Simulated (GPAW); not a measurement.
A run of GPAW 26.7.0 is set up as follows.

The input run.py:

```python
from ase.dft.bandgap import bandgap
from ase.io import read, write
from ase.units import GPa
from gpaw import GPAW, PW, setup_paths

setup_paths.insert(0, '.')

atoms = read('C.cif')

calc = GPAW(mode=PW(800),
            xc='GGA_X_OPTX+GGA_C_LYP',
            kpts={'size': (10, 10, 10), 'gamma': True},
            occupations={'name': 'fermi-dirac', 'width': 0.05},
            nbands=11,
            convergence={'density': 1e-05, 'energy': 1e-05},
            eigensolver='davidson',
            maxiter=150,
            txt='gpaw.txt')
atoms.calc = calc
energy = atoms.get_potential_energy()
forces = atoms.get_forces()
stress = atoms.get_stress()
calc.write('gs.gpw')
write('result.traj', atoms)
print(f'Energy: {energy:.6f} eV')
print('Forces (eV/A):')
print(forces.round(4))
print('Stress (GPa):', (stress / GPa).round(3))
print('Fermi level:', round(calc.get_fermi_level(), 4), 'eV')
print(f'Gap: {bandgap(calc)[0]:.4f} eV, direct: {bandgap(calc, direct=True)[0]:.4f} eV')

path = atoms.cell.bandpath('GXWKGLUWLK,UX', npoints=60, eps=1e-4)
bs_calc = calc.fixed_density(kpts=path, symmetry='off', nbands=18,
                             convergence={'bands': 'CBM+6.0', 'eigenstates': 1e-6}, txt='bands.txt')
bs = bs_calc.band_structure()
bs.write('bs.json')
print(f'Gap on the path: {bandgap(bs_calc)[0]:.4f} eV')
```

C.cif

```cif
data_C
_cell_length_a 2.52206604
_cell_length_b 2.52206604
_cell_length_c 2.52206604
_cell_angle_alpha 60.00000000
_cell_angle_beta 60.00000000
_cell_angle_gamma 60.00000000
_space_group_name_H-M_alt 'P1'
_space_group_name_Hall 'P 1'
_space_group_IT_number 1
loop_
_space_group_symop_operation_xyz
'x,y,z'
loop_
_atom_site_label
_atom_site_type_symbol
_atom_site_symmetry_multiplicity
_atom_site_Wyckoff_symbol
_atom_site_fract_x
_atom_site_fract_y
_atom_site_fract_z
_atom_site_occupancy
C1 C 1 a 0.7500000000 0.7500000000 0.7500000000 1
C2 C 1 a 0.5000000000 0.5000000000 0.5000000000 1
```

Potentials or basis: PAW data sets generated in the run's folder for this functional, pw.

Command:

```sh
$ gpaw-setup -f GGA_X_OPTX+GGA_C_LYP C
$ OMP_NUM_THREADS=1 python run.py
```

(1) Estimate the band gap along the path.

(2) What does it give for the band gap on the k mesh?

## Answers

(1) 4.12 eV, indirect (least direct gap 5.60 eV).

(2) 4.16 eV, indirect (least direct gap 5.60 eV).
